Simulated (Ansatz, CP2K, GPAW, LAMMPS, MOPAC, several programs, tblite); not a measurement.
KI (P6_3/mmc) from semi-empirical methods to plane-wave DFT

A 4-atom cell of KI (P6_3/mmc) from a materials database, relaxed with r2SCAN in Ansatz, was computed with several methods. The symmetry is P6_3/mmc (No. 194, hexagonal); a = 4.899 Å, c = 8.591 Å in the conventional setting, 44.65 Å³ an atom. Around K lie 6 I at 3.55 Å; around I lie 6 K at 3.55 Å. Calculated for a static, non-magnetic cell.

```
K I
1.0
     2.44984   -4.24281    0.00000
     2.44984    4.24281    0.00000
     0.00000    0.00000    8.59082
K I
2 2
Direct
  0.50000 0.50000 0.50000
  0.50000 0.50000 0.00000
  0.83340 0.16660 0.25000
  0.16660 0.83340 0.75000
```

Gaps and times are for a single point on this cell; volume and bulk modulus come from each method's own relaxation or energy curve at fixed shape, which is too stiff where a cell has free coordinates or axes. Times are rough, from shared hosts (Intel Xeon 6975P-C), and each method has its own mesh and cell size. A double dagger marks a value from a curve with shape and coordinates held. GFN1-xTB (tblite): levels, charges or heat of formation failed a check of plausibility, so no values are given. A star marks a curve whose lowest point is an end point. PM6 (MOPAC), PM7 (MOPAC), GFN1-xTB (tblite), GFN2-xTB (tblite) treat a cluster of cells at its zone centre, which samples few k points: where these miss a band edge, the gap comes out too large for that reason alone. Gaps from k meshes are read at a limited set of points (mesh, symmetry points, PBE's band edges), so each method's own least gap may be somewhat smaller. Force fields have no electrons; where one was fitted to this phase, its volume and modulus reflect the fit. xTB and the PM methods were fitted mostly to molecules, and can miss a solid's gap by electronvolts. Minimal bases can be far off for gaps. GLLB-SC's gap includes the derivative discontinuity. d marks a direct gap, i an indirect one (no mark: not told apart), a dash a value that wasn't computed or didn't pass its checks.

```csv
method,kind,gap (eV),own volume (Å³/atom),bulk modulus (GPa),atoms computed,processor time
ffield.eim (LAMMPS),force field,–,–,–,4,0.15 s
PM7 (MOPAC),semi-empirical,10.59,–,–,16,0.46 s
PM6 (MOPAC),semi-empirical,7.81,–,–,16,0.52 s
GFN1-xTB (tblite),tight binding,–,–,–,16,0.7 s
GFN2-xTB (tblite),tight binding,6.10,49.96*‡,–,16,0.84 s
"light PBE (260 eV, its own mesh)",light plane-wave,3.85 d,–,–,4,1.2 s
PBE,semilocal,3.86 d,46.42,11‡,4,6.9 s
PBE/SZV (CP2K),small basis,3.40 d,48.40‡,12‡,4,13 s
r2SCAN,semilocal,4.50 d,44.65,12‡,4,13 s
GLLB-SC (GPAW),model potential,7.19,–,–,4,25 s
PBE/DZVP (CP2K),small basis,3.81 d,46.59‡,11‡,4,26 s
PBE/single zeta (GPAW),small basis,3.62 d,–,–,4,36 s
```

Against r2SCAN (4.50 eV) the nearest gap at the points sampled is that of PBE (-0.64 eV) and the farthest that of PM7 (MOPAC) (+6.10 eV). r2SCAN is only a yardstick of convenience: semilocal gaps usually lie below measured ones, which GLLB-SC and hybrids aim to mend.

Volumes against r2SCAN's: PBE +4.0 %.

No spin-orbit coupling is included; it can move band edges with weight on the heavy atoms by tenths of an eV.
